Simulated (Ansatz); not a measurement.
# Titanium, dhcp under PBE: ground state and equation of state, part 3 of 3

What does PBE give for titanium in the dhcp structure? We relax it, solve it on a dense k-mesh, then scale the cell to 7 volumes from 88 to 112 % of the relaxed one and try a fit of the equation of state. The start is ferromagnetic. The k-meshes are 12×12×4 for the relaxation; 16×16×5 for the dense run; 16×16×5 for the volumes.

Ansatz 0.2.0; DFT, PBE, plane waves (420 eV) with PAW, scalar-relativistic.

### Step 6. At 96 % of the relaxed volume

input.yaml

```yaml
crystal:
  lattice:
    - [2.8956403173, 0.0, 0.0]
    - [-1.4478201586, 2.507698075, 0.0]
    - [0.0, 0.0, 9.243979338]
  atoms:
    - { symbol: Ti, position: [0.0, 1.0, 0.0], spin: 1.0 }
    - { symbol: Ti, position: [0.0, 1.0, 0.5], spin: 1.0 }
    - { symbol: Ti, position: [0.3333333333, 0.6666666667, 0.25], spin: 1.0 }
    - { symbol: Ti, position: [0.6666666667, 0.3333333333, 0.75], spin: 1.0 }
hamiltonian:
  xc: pbe
  pseudopotentials:
    kind: paw
    azcp:
      Ti: "pseudopotentials/Ti.paw.azcp"
basis:
  ecutwfc: 420
  fft_grid_basis: typed
kpoints:
  mp_grid: { grid: [16, 16, 5], shift: [0, 0, 0] }
magnetization:
  spin_polarized: true
scf:
  occupations: { method: fermi_dirac, width: 0.05 }
output:
  stress: true
```

Standard output (excerpt; [...] marks lines left out):

```text
Warning: RAYON_NUM_THREADS=2 ignored (pool sized by the plan → 2); use --threads N
[...]
Pseudopotentials: kind: paw
Pseudopotential: Ti, paw, valence charge 12, recommended cutoff 420 eV (normal), <dir>
Functional definition: PBE
[...]
Crystal: 4 atoms, lattice volume = 67.124 Å³
Basis set: ecut = 420 eV, 1291 PW (Γ)
Bands: 32, of which v1, the nominal top of the filled ones, is band 24 counted from 1 (23 counted from 0)
Symmetry: 24 space group operations
Space group: P63/mmc (ITA 194), of the structure as read, at distance tolerance 4.1e-5 Å
[...]
WARN: the starting moments were not kept: the SCF closed with an absolute magnetisation of 5.9e-6 μB, where they sum to 4 μB in size (4 sites). That is at most 0.1 of that sum. Measured as dr2_m measures the in/out step, that magnetisation stands 3.9e-12 eV from none, at or under the [...]
Spin contamination: 0.0000 ħ² per cell (⟨S²⟩ above its minimum at these occupations)
Per-site moments (μB) at R_I (Å): [(2.2843441856235004e-7, 1.1765732282204817), (2.2843441857379494e-7, 1.1765732282204815), (-1.6702857877989049e-6, 1.1765732282204817), (-1.6702857877696128e-6, 1.1765732282204815)]
Free energy (F): -9998.478720 eV
[...]
E sigma→0 (E₀):  -9998.454585 eV
Entropy (-TS):   -0.048271 eV (-12.068 meV/atom)
Fermi energy:    13.855548 eV
[...]
--- Stress (GPa, compression-positive) ---
        4.869203      -0.000000       0.000000
        0.000000       4.869203      -0.000000
        0.000000      -0.000000       4.809087
  P = ⅓ Tr σ = 4.8492 GPa (48.492 kbar)
```

It took 18 s on 2 threads of an Arm CPU, shared host; peak memory 0.62 GiB.

### Step 7. At 100 % of the relaxed volume

Edit input.yaml of step 6 so:

```diff
@@ -2,5 +2,5 @@
   lattice:
-    - [2.8956403173, 0.0, 0.0]
-    - [-1.4478201586, 2.507698075, 0.0]
-    - [0.0, 0.0, 9.243979338]
+    - [2.9353115527, 0.0, 0.0]
+    - [-1.4676557763, 2.5420543727, 0.0]
+    - [0.0, 0.0, 9.3706249295]
   atoms:
```

Standard output (excerpt; [...] marks lines left out):

```text
Warning: RAYON_NUM_THREADS=2 ignored (pool sized by the plan → 2); use --threads N
[...]
[... 3 set-up lines as earlier in the session ...]
[...]
Crystal: 4 atoms, lattice volume = 69.921 Å³
Basis set: ecut = 420 eV, 1375 PW (Γ)
Bands: 32, of which v1, the nominal top of the filled ones, is band 24 counted from 1 (23 counted from 0)
[... 2 set-up lines as earlier in the session ...]
[...]
WARN: the starting moments were not kept: the SCF closed with an absolute magnetisation of 1.3e-5 μB, where they sum to 4 μB in size (4 sites). That is at most 0.1 of that sum. Measured as dr2_m measures the in/out step, that magnetisation stands 1.8e-11 eV from none, at or under the [...]
Absolute magnetization: 0.0000 μB (∫|ρ↑−ρ↓|, with the PAW one-centre terms)
Spin contamination: 0.0000 ħ² per cell (⟨S²⟩ above its minimum at these occupations)
Per-site moments (μB) at R_I (Å): [(1.4848969568185097e-6, 1.192692672775581), (1.484896956814896e-6, 1.192692672775581), (-3.6277968431137607e-6, 1.192692672775581), (-3.627796843123626e-6, 1.192692672775581)]
Free energy (F): -9998.519783 eV
[...]
E sigma→0 (E₀):  -9998.494906 eV
Entropy (-TS):   -0.049754 eV (-12.438 meV/atom)
Fermi energy:    13.205925 eV
[...]
--- Stress (GPa, compression-positive) ---
        0.023568       0.000000       0.000000
        0.000000       0.023568       0.000000
        0.000000       0.000000      -0.042087
  P = ⅓ Tr σ = 0.0017 GPa (0.017 kbar)
```

It took 18 s on 2 threads of an Arm CPU, shared host; peak memory 0.62 GiB.

### Step 8. At 104 % of the relaxed volume

Edit input.yaml of step 7 so:

```diff
@@ -2,5 +2,5 @@
   lattice:
-    - [2.9353115527, 0.0, 0.0]
-    - [-1.4676557763, 2.5420543727, 0.0]
-    - [0.0, 0.0, 9.3706249295]
+    - [2.9739385028, 0.0, 0.0]
+    - [-1.4869692514, 2.5755062927, 0.0]
+    - [0.0, 0.0, 9.493936767]
   atoms:
```

Standard output (excerpt; [...] marks lines left out):

```text
Warning: RAYON_NUM_THREADS=2 ignored (pool sized by the plan → 2); use --threads N
[...]
[... 3 set-up lines as earlier in the session ...]
[...]
Crystal: 4 atoms, lattice volume = 72.718 Å³
Basis set: ecut = 420 eV, 1387 PW (Γ)
Bands: 32, of which v1, the nominal top of the filled ones, is band 24 counted from 1 (23 counted from 0)
[... 1 set-up line as earlier in the session ...]
Space group: P63/mmc (ITA 194), of the structure as read, at distance tolerance 4.2e-5 Å
[...]
WARN: the starting moments were not kept: the SCF closed with an absolute magnetisation of 3.2e-5 μB, where they sum to 4 μB in size (4 sites). That is at most 0.1 of that sum. Measured as dr2_m measures the in/out step, that magnetisation stands 1.0e-10 eV from none, at or under the [...]
Spin contamination: 0.0000 ħ² per cell (⟨S²⟩ above its minimum at these occupations)
Per-site moments (μB) at R_I (Å): [(4.575808694576336e-6, 1.2083877972913641), (4.575808694574314e-6, 1.2083877972913641), (-8.344396761414811e-6, 1.2083877972913641), (-8.344396761472243e-6, 1.2083877972913641)]
Free energy (F): -9998.483436 eV
[...]
E sigma→0 (E₀):  -9998.457602 eV
Entropy (-TS):   -0.051668 eV (-12.917 meV/atom)
Fermi energy:    12.603876 eV
[...]
--- Stress (GPa, compression-positive) ---
       -4.034592      -0.000000       0.000000
       -0.000000      -4.034592      -0.000000
        0.000000      -0.000000      -4.057933
  P = ⅓ Tr σ = -4.0424 GPa (-40.424 kbar)
```

It took 19 s on 2 threads of an Arm CPU, shared host; peak memory 0.63 GiB.

### Step 9. At 108 % of the relaxed volume

Edit input.yaml of step 8 so:

```diff
@@ -2,5 +2,5 @@
   lattice:
-    - [2.9739385028, 0.0, 0.0]
-    - [-1.4869692514, 2.5755062927, 0.0]
-    - [0.0, 0.0, 9.493936767]
+    - [3.0115872907, 0.0, 0.0]
+    - [-1.5057936453, 2.6081110995, 0.0]
+    - [0.0, 0.0, 9.6141259408]
   atoms:
```

Standard output (excerpt; [...] marks lines left out):

```text
Warning: RAYON_NUM_THREADS=2 ignored (pool sized by the plan → 2); use --threads N
[...]
[... 3 set-up lines as earlier in the session ...]
[...]
Crystal: 4 atoms, lattice volume = 75.515 Å³
Basis set: ecut = 420 eV, 1425 PW (Γ)
Bands: 32, of which v1, the nominal top of the filled ones, is band 24 counted from 1 (23 counted from 0)
[... 2 set-up lines as earlier in the session ...]
[...]
WARN: the starting moments were not kept: the SCF closed with an absolute magnetisation of 1.6e-5 μB, where they sum to 4 μB in size (4 sites). That is at most 0.1 of that sum. Measured as dr2_m measures the in/out step, that magnetisation stands 2.5e-11 eV from none, at or under the [...]
Spin contamination: 0.0000 ħ² per cell (⟨S²⟩ above its minimum at these occupations)
Per-site moments (μB) at R_I (Å): [(3.333014209814746e-6, 1.2236854693327457), (3.333014209814236e-6, 1.2236854693327457), (-3.344021174378959e-6, 1.2236854693327457), (-3.3440211743622654e-6, 1.2236854693327457)]
Free energy (F): -9998.382573 eV
[...]
E sigma→0 (E₀):  -9998.355676 eV
Entropy (-TS):   -0.053793 eV (-13.448 meV/atom)
Fermi energy:    12.044017 eV
[...]
--- Stress (GPa, compression-positive) ---
       -7.420317      -0.000000       0.000000
       -0.000000      -7.420317      -0.000000
        0.000000      -0.000000      -7.383174
  P = ⅓ Tr σ = -7.4079 GPa (-74.079 kbar)
```

Run time: 22 s. Hardware: 2 threads of an Arm CPU, shared host; peak memory 0.65 GiB.

### Step 10. At 112 % of the relaxed volume

Edit input.yaml of step 9 so:

```diff
@@ -2,5 +2,5 @@
   lattice:
-    - [3.0115872907, 0.0, 0.0]
-    - [-1.5057936453, 2.6081110995, 0.0]
-    - [0.0, 0.0, 9.6141259408]
+    - [3.0483175849, 0.0, 0.0]
+    - [-1.5241587924, 2.6399204674, 0.0]
+    - [0.0, 0.0, 9.7313829354]
   atoms:
@@ -27 +27,5 @@
   stress: true
+  write_density: true
+  write_potential: true
+  elf: true
+  volumetric_format: npy
```

Standard output (excerpt; [...] marks lines left out):

```text
Warning: RAYON_NUM_THREADS=2 ignored (pool sized by the plan → 2); use --threads N
[...]
[... 3 set-up lines as earlier in the session ...]
[...]
Crystal: 4 atoms, lattice volume = 78.312 Å³
Basis set: ecut = 420 eV, 1521 PW (Γ)
Bands: 32, of which v1, the nominal top of the filled ones, is band 24 counted from 1 (23 counted from 0)
[... 1 set-up line as earlier in the session ...]
Space group: P63/mmc (ITA 194), of the structure as read, at distance tolerance 4.3e-5 Å
[...]
WARN: the starting moments were not kept: the SCF closed with an absolute magnetisation of 2.2e-5 μB, where they sum to 4 μB in size (4 sites). That is at most 0.1 of that sum. Measured as dr2_m measures the in/out step, that magnetisation stands 4.5e-11 eV from none, at or under the [...]
Per-site moments (μB) at R_I (Å): [(4.9928808434601356e-6, 1.2386099337430665), (4.992880843474859e-6, 1.2386099337430665), (-4.072494142282964e-6, 1.2386099337430665), (-4.0724941422473765e-6, 1.2386099337430665)]
Free energy (F): -9998.228105 eV
[...]
E sigma→0 (E₀):  -9998.200109 eV
Entropy (-TS):   -0.055991 eV (-13.998 meV/atom)
Fermi energy:    11.522006 eV
[...]
--- Stress (GPa, compression-positive) ---
      -10.232707      -0.000000       0.000000
       -0.000000     -10.232707       0.000000
        0.000000       0.000000     -10.138680
  P = ⅓ Tr σ = -10.2014 GPa (-102.014 kbar)
--- Band table (eV; the first three rows and the last of 180) ---
[...]
```

It took 26 s on 2 threads of an Arm CPU, shared host; peak memory 0.67 GiB.

### Step 11. Fitting the volumes

All volumes keep the relaxed shape and fractional coordinates.

| V (Å³/atom) | E − E₀ (meV/atom) | P from the stress (GPa) | P from the fit (GPa) |
| --- | --- | --- | --- |
| 15.383 | 104.4 | 17.57 | 17.61 |
| 16.082 | 43.4 | 10.64 | 10.62 |
| 16.781 | 10.0 | 4.85 | 4.80 |
| 17.480 | 0.0 | 0.00 | -0.04 |
| 18.179 | 9.3 | -4.04 | -4.09 |
| 18.879 | 34.8 | -7.41 | -7.47 |
| 19.578 | 73.7 | -10.20 | -10.30 |

A third-order Birch-Murnaghan fit gives V₀ = 17.473 Å³/atom, B₀ = 111 GPa and B₀′ = 3.5; it misses no point by more than 0.05 meV/atom.

### Step 12. Outcome

This closing draws on all 3 parts.

| quantity | value |
| --- | --- |
| space group (spins left aside) | P6_3/mmc (No. 194) |
| conventional cell | a = 2.935 Å, c = 9.371 Å (c/a = 3.192) |
| volume | 17.480 Å³/atom |
| shortest distance | 2.891 Å |
| gap on the mesh | none (levels filled in part) |
| magnetic state | non-magnetic |
| relative to hcp | +43 meV/atom |
| V₀, B₀, B₀′ | 17.473 Å³/atom, 111 GPa, 3.5 |

From the guessed start the volume shrank by 1.0 % in 5 steps. Against the reference form of titanium (hcp, computed apart with the same settings) it stands 43 meV/atom higher. The starting moments do not survive. Levels at the Fermi energy are filled in part, as in a metal. B₀ comes out at 111 GPa; letting shape and positions relax at each volume could only lower it. The symmetry was held, so the structure may be unstable against distortions that break it.
